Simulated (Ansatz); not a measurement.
NaCl:

```xyz
2
Lattice="0.0000 2.7941 2.7941 2.7941 0.0000 2.7941 2.7941 2.7941 0.0000" Properties=species:S:1:pos:R:3 pbc="T T T"
Cl    2.7941    2.7941    2.7941
Na    0.0000    0.0000    0.0000
```

The cell is a database's computed one.

| Property | Result |
| --- | --- |
| Program | Ansatz 0.2.0 |
| Task | relaxation of cell and atoms |
| Functional | RPBE |
| Dispersion | D4 |
| Potentials or basis | Ansatz PAW |
| Cutoff | 420 eV (not typed: the program's choice for these potentials) |
| k mesh | 8 × 8 × 8 |
| Occupations | fermi-dirac, width 0.05 eV |
| Spin | no spin polarisation |

At the start: volume 21.81 Å³/atom.

Question: How do energy, volume and symmetry change on relaxing?

Answer: It ends after 5 steps and the volume is 23.38 Å³/atom (+7.2 %); space group Fm-3m (No. 225, to 0.05 Å).

The path:
| step | energy change (eV) | largest force (eV/Å) | volume (Å³) |
| --- | --- | --- | --- |
| 1 | 0.0000 | 0.0000 | 43.63 |
| 2 | -0.0145 | 0.0000 | 45.62 |
| 3 | -0.0165 | 0.0000 | 46.64 |
| 4 | -0.0165 | 0.0000 | 46.76 |
| 5 | -0.0166 | 0.0000 | 46.76 |

Final structure:
```xyz
2
Lattice="0.0000 2.8594 2.8594 2.8594 0.0000 2.8594 2.8594 2.8594 0.0000" Properties=species:S:1:pos:R:3 pbc="T T T"
Cl    2.8594    2.8594    2.8594
Na    0.0000    0.0000    0.0000
```

Caveat: the plane-wave basis is chosen anew once the cell has moved, so the energies of steps on either side of that aren't comparable; the PAW data sets come from PBE, with cores solved anew for the run's functional, which leaves a small shift of forces and pressure.
